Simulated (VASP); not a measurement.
# TaC (Fm-3m) in VASP: elastic constants with LDA

Aim: the elastic constants of TaC with LDA.

Program: VASP 6.6.1. These are calculated values, not measurements. Logs are shortened: lines on timing, memory, paths and dates and some standing lists are left out, and cuts for length are marked.

## 1. Starting point

It takes space group Fm-3m (No. 225, cubic). The conventional cell has a = 4.446 Å, b = 4.446 Å, c = 4.446 Å, α = 90.00°, β = 90.00°, γ = 90.00°. Ta (site symmetry m-3m) has 6 C at 2.22 Å as nearest neighbours. C (site symmetry m-3m) has 6 Ta at 2.22 Å as nearest neighbours.

## 2. Elastic constants, LDA

Contents of POSCAR:

```
TaC
1.0
    0.0000000000      2.2230000000      2.2230000000
    2.2230000000      0.0000000000      2.2230000000
    2.2230000000      2.2230000000      0.0000000000
Ta C
1 1
Direct
    0.0000000000      0.0000000000      0.0000000000
    0.5000000000      0.5000000000      0.5000000000
```

Contents of INCAR.step1:

```
PREC = Accurate
ENCUT = 600
EDIFF = 1E-8
ISMEAR = 0
SIGMA = 0.1
LREAL = False
LASPH = True
NELM = 100
ALGO = Fast
ISIF = 3
LWAVE = False
LCHARG = False
GGA = CA
IBRION = 2
NSW = 40
EDIFFG = -0.002
```

Contents of INCAR.step2:

```
PREC = Accurate
ENCUT = 600
EDIFF = 1E-8
ISMEAR = 0
SIGMA = 0.1
LREAL = False
LASPH = True
NELM = 100
ALGO = Fast
ISIF = 3
LWAVE = False
LCHARG = False
GGA = CA
IBRION = 6
NFREE = 2
POTIM = 0.015
NSW = 1
```

Contents of KPOINTS:

```
Automatic mesh
0
Gamma
  16 16 16
```

Potentials or basis: VASP PAW LDA potentials, release 64 (Ta_pv, C).

Run with:

```console
$ cat potpaw_LDA.64/Ta_pv/POTCAR potpaw_LDA.64/C/POTCAR > POTCAR
$ cp INCAR.step1 INCAR
$ mpirun -np 1 vasp_std > vasp.out
$ cp CONTCAR POSCAR
$ cp INCAR.step2 INCAR
$ mpirun -np 1 vasp_std > vasp.out
```

OUTCAR:

```text
PREC = Accurate
   ENCUT = 600
   EDIFF = 1E-8
   ISMEAR = 0
   LREAL = False
   LASPH = True
   NELM = 100
   ISIF = 3
   GGA = CA
   IBRION = 6
   NFREE = 2
   POTIM = 0.015
   NSW = 1

 ion  position               nearest neighbor table
   1  0.000  0.000  0.000-   2 2.21   2 2.21   2 2.21   2 2.21   2 2.21   2 2.21
   2  0.500  0.500  0.500-   1 2.21   1 2.21   1 2.21   1 2.21   1 2.21   1 2.21

  LATTYP: Found a face centered cubic cell.
 ALAT       =     4.4207463961

  Lattice vectors:

 A1 = (   0.0000000000,   2.2103731980,   2.2103731980)
 A2 = (   2.2103731980,   0.0000000000,   2.2103731980)
 A3 = (   2.2103731980,   2.2103731980,   0.0000000000)

Analysis of symmetry for initial positions (statically):
=====================================================================
 Subroutine PRICEL returns:
 Original cell was already a primitive cell.

 Routine SETGRP: Setting up the symmetry group for a
 face centered cubic supercell.

 Subroutine GETGRP returns: Found 48 space group operations
 (whereof 48 operations were pure point group operations)
 out of a pool of 48 trial point group operations.

The static configuration has the point symmetry O_h .

Analysis of symmetry for dynamics (positions and initial velocities):
=====================================================================
 Subroutine PRICEL returns:
 Original cell was already a primitive cell.

 Routine SETGRP: Setting up the symmetry group for a
 face centered cubic supercell.

 Subroutine GETGRP returns: Found 48 space group operations
 (whereof 48 operations were pure point group operations)
 out of a pool of 48 trial point group operations.

The dynamic configuration has the point symmetry O_h .

 Subroutine INISYM returns: Found 48 space group operations
 (whereof 48 operations are pure point group operations),
 and found     1 'primitive' translations

----------------------------------------------------------------------------------------

                                     Primitive cell

  volume of cell :      21.5987

  direct lattice vectors                    reciprocal lattice vectors
     0.000000000  2.210373198  2.210373198    -0.226206145  0.226206145  0.226206145
     2.210373198  0.000000000  2.210373198     0.226206145 -0.226206145  0.226206145
     2.210373198  2.210373198  0.000000000     0.226206145  0.226206145 -0.226206145

  length of vectors
     3.125939755  3.125939755  3.125939755     0.391800536  0.391800536  0.391800536

  position of ions in fractional coordinates (direct lattice)
     0.000000000  0.000000000  0.000000000
     0.500000000  0.500000000  0.500000000

  ion indices of the primitive-cell ions
   primitive index   ion index
                 1           1
                 2           2

----------------------------------------------------------------------------------------

 KPOINTS: Automatic mesh

Automatic generation of k-mesh.
 Grid dimensions read from file:
 generate k-points for:   16   16   16

 Generating k-lattice:

  Cartesian coordinates                     Fractional coordinates (reciprocal lattice)
    -0.014137884  0.014137884  0.014137884     0.062500000  0.000000000  0.000000000
     0.014137884 -0.014137884  0.014137884     0.000000000  0.062500000  0.000000000
     0.014137884  0.014137884 -0.014137884     0.000000000  0.000000000  0.062500000

  Length of vectors
     0.024487534  0.024487534  0.024487534

  Shift w.r.t. Gamma in fractional coordinates (k-lattice)
     0.000000000  0.000000000  0.000000000

 Subroutine IBZKPT returns following result:
 ===========================================

 Found    145 irreducible k-points:

 Following reciprocal coordinates:
            Coordinates               Weight
  0.000000  0.000000  0.000000      1.000000
  0.062500  0.000000  0.000000      8.000000
  0.125000  0.000000  0.000000      8.000000
  0.187500  0.000000  0.000000      8.000000
  0.250000  0.000000  0.000000      8.000000
[... 62 lines left out ...]
   LORBIT       =      0    0 simple, 1 ext, 2 COOP (PROOUT), +10 PAW based schemes
   GGA     = CA    functional components
   LHFCALC =     F    Hartree Fock is set to
   AEXX    =    0.0000 exact exchange contribution
   IVDW    =     0    specifies the selected vdW correction
   LEPSILON=     F    determine dielectric tensor
   LRPA    =     F    only Hartree local field effects (RPA)
 finite differences with symmetry
 non-spin polarized calculation
 RMM-DIIS sequential band-by-band and
 Gauss-broadening in eV      SIGMA  =   0.10
  energy-cutoff  :      600.00
  volume of cell :       21.60
 maximum number of plane-waves:       736
 NGX is ok and might be reduce to    28
   NGX = 13   NGY = 13   NGZ = 13

--------------------------------------- Ionic step        1  -------------------------------------------

 number of electron      14.9999999 magnetization

 Free energy of the ion-electron system (eV)
  ---------------------------------------------------
  ext. energy  EPLUGINS =         0.00000000
  ---------------------------------------------------
  free energy    TOTEN  =       -24.29592875 eV

  energy without entropy =      -24.29420455  energy(sigma->0) =      -24.29506665

------------------------ aborting loop because EDIFF is reached ----------------------------------------

  FORCE on cell =-STRESS in cart. coord.  units (eV):
  Direction    XX          YY          ZZ          XY          YZ          ZX
  --------------------------------------------------------------------------------------
  -------------------------------------------------------------------------------------
  Total        0.0045852      0.0045852      0.0045852      0.0000000     -0.0000000      0.0000000
  in kB        0.3401285      0.3401285      0.3401285      0.0000000     -0.0000000      0.0000000
  external PRESSURE =       0.3401285 kB  Pullay stress =       0.0000000 kB
[... 89 lines left out ...]
  FREE ENERGIE OF THE ION-ELECTRON SYSTEM (eV)
  ---------------------------------------------------
  free  energy   TOTEN  =       -24.2822129419 eV

  energy  without entropy=      -24.2803344639  energy(sigma->0) =      -24.28127370

[... ionic steps 4 to 14 ...]

--------------------------------------- Ionic step       15  -------------------------------------------

 number of electron      15.0000000 magnetization

------------------------ aborting loop because EDIFF is reached ----------------------------------------
[... 67 lines left out ...]
--------------------------------------- Ionic step       17  -------------------------------------------

 number of electron      14.9999999 magnetization

 Free energy of the ion-electron system (eV)
  ---------------------------------------------------
  ext. energy  EPLUGINS =         0.00000000
  ---------------------------------------------------
  free energy    TOTEN  =       -24.29440835 eV

  energy without entropy =      -24.29267460  energy(sigma->0) =      -24.29354148

 E-fermi :   8.5053     XC(G=0): -13.4988

 val. band max:        8.4842879207   @ k =   0.1875   0.0625   0.4375
 cond. band min:       8.5173471380   @ k =   0.1250   0.0625   0.0000
 fundamental gap:      0.0330592173
 Fermi energy:         8.5052530474

 k-point     1 :       0.0000    0.0000    0.0000
  band No.  band energies     occupation
      1     -26.2465      2.00000
      2     -26.2462      2.00000
      3     -26.2462      2.00000
      4      -6.2381      2.00000
      5       7.1184      2.00000
      6       7.1184      2.00000
      7       7.1308      2.00000
      8       8.0806      2.00000
      9       8.1138      2.00000
     10       8.1138      2.00000
     11       9.1933      0.00000
[... 309 lines left out ...]
 k-point    24 :      -0.0625    0.0625    0.0000
  band No.  band energies     occupation
      1     -26.3234      2.00000
      2     -26.2678      2.00000
      3     -26.2488      2.00000
      4      -5.9336      2.00000
      5       6.0497      2.00000
      6       6.2168      2.00000
      7       6.3869      2.00000
      8       7.3020      2.00000
      9       8.2526      1.99965
     10       8.8890      0.00000
     11      10.2234      0.00000

 [... further k-points ...]

------------------------ aborting loop because EDIFF is reached ----------------------------------------

  FORCE on cell =-STRESS in cart. coord.  units (eV):
  Direction    XX          YY          ZZ          XY          YZ          ZX
  --------------------------------------------------------------------------------------
  -------------------------------------------------------------------------------------
  Total        0.0211593      0.0032742      0.0032742      0.0000000      0.0000000     -0.0000000
  in kB        1.5695855      0.2428773      0.2428773      0.0000000      0.0000000     -0.0000000
  external PRESSURE =       0.6851134 kB  Pullay stress =       0.0000000 kB
[... 17 lines left out ...]
  FREE ENERGIE OF THE ION-ELECTRON SYSTEM (eV)
  ---------------------------------------------------
  free  energy   TOTEN  =       -24.2944083504 eV

  energy  without entropy=      -24.2926746034  energy(sigma->0) =      -24.29354148

 INTERNAL STRAIN TENSORS FROM STRAINED CELLS
 ============================================

 INTERNAL STRAIN TENSOR FOR ION    1 for displacements in x,y,z  (eV/Angst):
          X           Y           Z          XY          YZ          ZX
  --------------------------------------------------------------------------------
  x     0.00000    -0.00000    -0.00000     0.00000     0.00000    -0.00000
  y    -0.00000     0.00000     0.00000    -0.00000    -0.00000    -0.00000
  z     0.00000     0.00000     0.00000     0.00000    -0.00000    -0.00000

 INTERNAL STRAIN TENSORS FROM DISPLACED ATOMS
 ============================================

 INTERNAL STRAIN TENSOR FOR ION    1 for displacements in x,y,z  (eV/Angst):
          X           Y           Z          XY          YZ          ZX
  --------------------------------------------------------------------------------
  x     0.00000     0.00000     0.00000     0.00000     0.00000     0.00000
  y     0.00000     0.00000     0.00000     0.00000     0.00000     0.00000
  z     0.00000     0.00000     0.00000     0.00000     0.00000     0.00000

 INTERNAL STRAIN TENSOR FOR ION    2 for displacements in x,y,z  (eV/Angst):
          X           Y           Z          XY          YZ          ZX
  --------------------------------------------------------------------------------
  x     0.00000     0.00000     0.00000     0.00000     0.00000     0.00000
  y     0.00000     0.00000     0.00000     0.00000     0.00000     0.00000
  z     0.00000     0.00000     0.00000     0.00000     0.00000     0.00000

 Eigenvectors and eigenvalues of the dynamical matrix
 ----------------------------------------------------

   1 f  =   17.125251 THz   107.601128 2PiTHz  571.236899 cm-1    70.824317 meV
             X         Y         Z           dx          dy          dz
      0.000000  0.000000  0.000000     0.000000    0.249499    0.000000
      2.210373  2.210373  2.210373     0.000000   -0.968375    0.000000
[... 21 lines left out ...]
   6 f/i=    0.000115 THz     0.000720 2PiTHz    0.003825 cm-1     0.000474 meV
             X         Y         Z           dx          dy          dz
      0.000000  0.000000  0.000000     0.000000    0.000000    0.968375
      2.210373  2.210373  2.210373     0.000000    0.000000    0.249499

--------------------------------------------------------------------------------------------------------

 ELASTIC MODULI CONTR FROM IONIC RELAXATION (kBar)
 Direction    XX          YY          ZZ          XY          YZ          ZX
 --------------------------------------------------------------------------------
 XX           0.0000      0.0000      0.0000      0.0000      0.0000      0.0000
 YY           0.0000      0.0000      0.0000      0.0000      0.0000      0.0000
 ZZ           0.0000      0.0000      0.0000      0.0000      0.0000      0.0000
 XY           0.0000      0.0000      0.0000      0.0000      0.0000      0.0000
 YZ           0.0000      0.0000      0.0000      0.0000      0.0000      0.0000
 ZX           0.0000      0.0000      0.0000      0.0000      0.0000      0.0000
 --------------------------------------------------------------------------------

 TOTAL ELASTIC MODULI (kBar)
 Direction    XX          YY          ZZ          XY          YZ          ZX
 --------------------------------------------------------------------------------
 XX        8554.7929   1106.2097   1106.2097      0.0000     -0.0000      0.0000
 YY        1106.2097   8554.7929   1106.2097      0.0000      0.0000     -0.0000
 ZZ        1106.2097   1106.2097   8554.7929      0.0000      0.0000      0.0000
 XY           0.0000      0.0000      0.0000   2005.1695      0.0000      0.0000
 YZ          -0.0000      0.0000      0.0000      0.0000   2005.1695      0.0000
 ZX           0.0000     -0.0000      0.0000      0.0000      0.0000   2005.1695
 --------------------------------------------------------------------------------
```

It took 25 min on 1 thread of Intel Xeon 6975P-C (Granite Rapids), shared host; peak memory 0.69 GiB.

Results:

```
Relaxed volume                                          : 10.80 Å³/atom
Relaxed cell                                            : a = 3.126 Å, b = 3.126 Å, c = 3.126 Å, α = 60.00°, β = 60.00°, γ = 60.00°
Space group after relaxing (to 0.05 Å)                  : Fm-3m (No. 225)
Elastic constants C11, C12, C44                         : 855, 111, 201 GPa
Voigt bulk modulus                                      : 359 GPa
Highest phonon frequency at Γ, LO-TO splitting left out : 571 cm⁻¹
```

The path:
| step | energy change (eV) | largest force (eV/Å) | pressure (GPa) | volume (Å³) |
| --- | --- | --- | --- | --- |
| 1 | 0.0000 | 0.0000 | -5.88 | 21.97 |
| 2 | 0.0370 | 0.0000 | 16.43 | 20.71 |
| 3 | -0.0069 | 0.0000 | -0.10 | 21.61 |
| 4 | -0.0069 | 0.0000 | 0.03 | 21.60 |

Final structure:
```cif
data_structure
_symmetry_space_group_name_H-M 'P 1'
_symmetry_Int_Tables_number 1
_cell_length_a 3.1259
_cell_length_b 3.1259
_cell_length_c 3.1259
_cell_angle_alpha 60.000
_cell_angle_beta 60.000
_cell_angle_gamma 60.000
_cell_volume 21.60
loop_
_atom_site_label
_atom_site_type_symbol
_atom_site_fract_x
_atom_site_fract_y
_atom_site_fract_z
_atom_site_occupancy
Ta1 Ta 0.00000 0.00000 0.00000 1
C1 C 0.50000 0.50000 0.50000 1
```

Phonon frequencies in cm⁻¹ (negative: imaginary):
```csv
q point,frequencies
"(0.000, 0.000, 0.000)",0 0 0 571 571 571
```

Elastic tensor in Voigt notation (GPa, in the Cartesian axes of the cell as first typed):
```
855 111 111   0   0   0
111 855 111   0   0   0
111 111 855   0   0   0
  0   0   0 201   0   0
  0   0   0   0 201   0
  0   0   0   0   0 201
```

Clamped-ion elastic tensor (GPa):
```
855 111 111   0   0   0
111 855 111   0   0   0
111 111 855   0   0   0
  0   0   0 201   0   0
  0   0   0   0 201   0
  0   0   0   0   0 201
```
